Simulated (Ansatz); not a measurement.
Working through a comparison of enthalpies under pressure of two structures of Ag

Computed with Ansatz 0.2.0, Python API.

Typed at the interpreter:
```pycon
>>> import warnings
>>> import ansatz as az
>>> import numpy as np
>>> FUNCTIONAL = 'pbe'
>>> CUTOFF = 460
>>> KSPACING = 0.27
>>> FILLING = 'gaussian'
>>> WIDTH_EV = 0.05
>>> def bcc(A, a):
...     return (
...         az.Lattice.bcc(a)
...         .space_group(229)
...         .atom(A, [0, 0, 0])
...         .primitive()
...     )
...
>>> def sc(A, a):
...     return (
...         az.Lattice.cubic(a)
...         .space_group(221)
...         .atom(A, [0, 0, 0])
...     )
...
>>> def ground_state(name, crystal, pressure=0.0):
...     calc = crystal.calculation()
...     calc = calc.functional(FUNCTIONAL).basis(CUTOFF)
...     calc = calc.kpoints(spacing=KSPACING)
...     calc = calc.occupations(FILLING, width=WIDTH_EV)
...     calc = calc.relax(force_tolerance=0.03, max_steps=60, cell=True, pressure=pressure)
...     return calc.run()
...
>>> def volume_per_atom(outcome):
...     return abs(np.linalg.det(outcome.lattice.cell_ang)) / len(outcome.lattice.sites)
...
>>> warnings.simplefilter('ignore')
>>> phases = {}
>>> phases['bcc'] = bcc('Ag', 3.24)
>>> phases['sc'] = sc('Ag', 2.66)
>>> pressures = [0, 15, 30, 45]
>>> enthalpy, volume = {name: [] for name in phases}, {name: [] for name in phases}
>>> for p in pressures:
...     for name, crystal in phases.items():
...         o = ground_state(name, crystal, pressure=p)
...         volume[name].append(volume_per_atom(o))
...         enthalpy[name].append(o.report['energy_sigma0_ev'] / len(o.lattice.sites) + p * volume[name][-1] / 160.21766)
...
>>> gap = np.array(enthalpy['sc']) - np.array(enthalpy['bcc'])
>>> rows = [(p, va, vb, 1000 * d) for p, va, vb, d in zip(pressures, volume['bcc'], volume['sc'], gap)]
>>> print('   P (GPa)  V bcc (A^3/atom)  V sc (A^3/atom)  H(sc) - H(bcc) (meV/atom)')
   P (GPa)  V bcc (A^3/atom)  V sc (A^3/atom)  H(sc) - H(bcc) (meV/atom)
>>> for row in rows:
...     print(f'{row[0]:10d}  {row[1]:16.3f}  {row[2]:15.3f}  {row[3]:+25.1f}')
...
         0            17.991           20.739                     +304.5
        15            15.974           17.941                     +517.4
        30            14.803           16.497                     +687.6
        45            14.012           15.523                     +837.4
>>> crossings = [p0 - g0 * (p1 - p0) / (g1 - g0) for p0, p1, g0, g1 in zip(pressures, pressures[1:], gap, gap[1:]) if g0 * g1 < 0]
>>> print('crossing near', [round(float(p), 1) for p in crossings], 'GPa') if crossings else print('no crossing in this range')
no crossing in this range
```

Caveats:
- At a fixed pressure a relaxation lowers the enthalpy F + PV, while F alone can rise.
- Only these two structures are compared, at zero temperature and with their symmetry kept; either may be hypothetical, and another phase may be lower than both. Differences under about 40 meV an atom lie within the error of mesh and functional.
- The cells are prototypes set up for this calculation and needn't exist.
- Finished in 36 s on 1 thread of Arm Neoverse V1, on a shared host, peak memory 0.36 GiB.
